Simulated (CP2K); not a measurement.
Runs of CP2K 2026.2 on Te2Mo. It takes space group P6_3/mmc (No. 194, hexagonal). Conventional cell: a = 3.518 Å, b = 3.518 Å, c = 13.974 Å, α = 90.00°, β = 90.00°, γ = 120.00°. Te (site symmetry 3m) is surrounded by 3 Mo at 2.72 Å. Around Mo (site symmetry -6m2) lie 6 Te at 2.72 Å. 

```csv
level,cutoff of the non-local correlation (Ry),gap on the mesh (eV),pressure (GPa),largest force (eV/Å)
WC,-,0.86,3.8,0.33
rev-vdW-DF2,300,0.87,(b),0.58
PBE,-,0.89,6.4,0.41
PW91,-,0.89,6.6,0.44
r2SCAN,-,0.98,5.6,0.20
LDA,-,0.85,(d),0.23
PBEsol,-,0.86,(c),(a)
```

Alike in all rows: task single point; potentials or basis POTENTIAL_UZH Te GTH-PBE-q6, Mo GTH-PBE-q14; DZVP-MOLOPT-PBE-GTH basis; no spin polarisation; cell as given; k mesh 9 × 9 × 2; smearing fermi-dirac 0.05 eV.

Q: Estimate the missing entries.

A: (a) 0.28; (b) 6.1; (c) 3.5; (d) 2.5.

Caveats: spin-orbit coupling is left out, which moves the levels of the heavy elements; an odd mesh through Γ misses points on the zone boundary, where band edges often lie; the basis of atomic orbitals isn't converged, which shifts pressures, moduli and gaps; the potentials were made for another functional, which shifts forces and pressure (some runs); this functional lacks dispersion, which binds the layers, so the pressure and a relaxed spacing across them are unreliable (some runs).

A k mesh can miss the band edges, and the runs leave out spin-orbit coupling on Mo, Te.
